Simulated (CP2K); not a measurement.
Runs of CP2K 2026.2 on Al. The structure is hexagonal, space group P6/mmm (No. 191). The conventional cell has a = 4.547 Å, b = 4.547 Å, c = 2.754 Å, α = 90.00°, β = 90.00°, γ = 120.00°. Al (site symmetry -6m2) is surrounded by 5 Al at 2.63 to 2.75 Å. The cell was built by a generator and needn't be a form met in nature.

```csv
potentials or basis,quickstep method,MIXING ALPHA,basis sets,potentials,ADDED_MOS,gap on the mesh (eV),pressure (GPa)
POTENTIAL_UZH Al GTH-PBE-q3; TZVP-MOLOPT-PBE-GTH basis,GPW,0.4,Al TZVP-MOLOPT-PBE-GTH-q3,Al GTH-PBE-q3 of POTENTIAL_UZH,[10],none,0.0
all electrons (GAPW); pob-DZVP-rev2 basis,GAPW,0.2,Al pob-DZVP-rev2,Al ALL,[10],none,-0.7
POTENTIAL_UZH Al GTH-PBE-q3; ccGRB-D basis,GPW,0.4,Al ccGRB-D-q3,Al GTH-PBE-q3 of POTENTIAL_UZH,[10],none,(a)
POTENTIAL_UZH Al GTH-PBE-q3; DZVP-MOLOPT-PBE-GTH basis,GPW,0.4,Al DZVP-MOLOPT-PBE-GTH-q3,Al GTH-PBE-q3 of POTENTIAL_UZH,[10],none,-0.1
GTH_POTENTIALS Al GTH-PBE-q3; TZVP-MOLOPT-SR-GTH basis,GPW,0.4,Al TZVP-MOLOPT-SR-GTH-q3,Al GTH-PBE-q3 of GTH_POTENTIALS,[10],none,-0.1
all electrons (GAPW); pob-TZVP-rev2 basis,GAPW,0.2,Al pob-TZVP-rev2,Al ALL,[10],none,-3.0
POTENTIAL_UZH Al GTH-PBE-q3; TZV2P-MOLOPT-PBE-GTH basis,GPW,0.4,Al TZV2P-MOLOPT-PBE-GTH-q3,Al GTH-PBE-q3 of POTENTIAL_UZH,[10],none,(b)
GTH_POTENTIALS Al GTH-PBE-q3; SZV-MOLOPT-SR-GTH basis,GPW,0.4,Al SZV-MOLOPT-SR-GTH-q3,Al GTH-PBE-q3 of GTH_POTENTIALS,[5],none,1.9
GTH_POTENTIALS Al GTH-PBE-q3; DZVP-MOLOPT-SR-GTH basis,GPW,0.4,Al DZVP-MOLOPT-SR-GTH-q3,Al GTH-PBE-q3 of GTH_POTENTIALS,[10],none,0.0
```

Alike in all rows: task single point; level PBE; no spin polarisation; cell as given; k mesh 7 × 7 × 10; smearing fermi-dirac 0.05 eV.

Question: Estimate the missing entries.

Answer: (a) 1.2; (b) -0.2.

Caveats: the basis of atomic orbitals isn't converged, which shifts pressures, moduli and gaps; a minimal basis gives rough bond lengths, pressures and levels (some runs).

A gap of «none» marks a metal or a gap under the smearing width.

The runs don't all hold the same shells in valence.
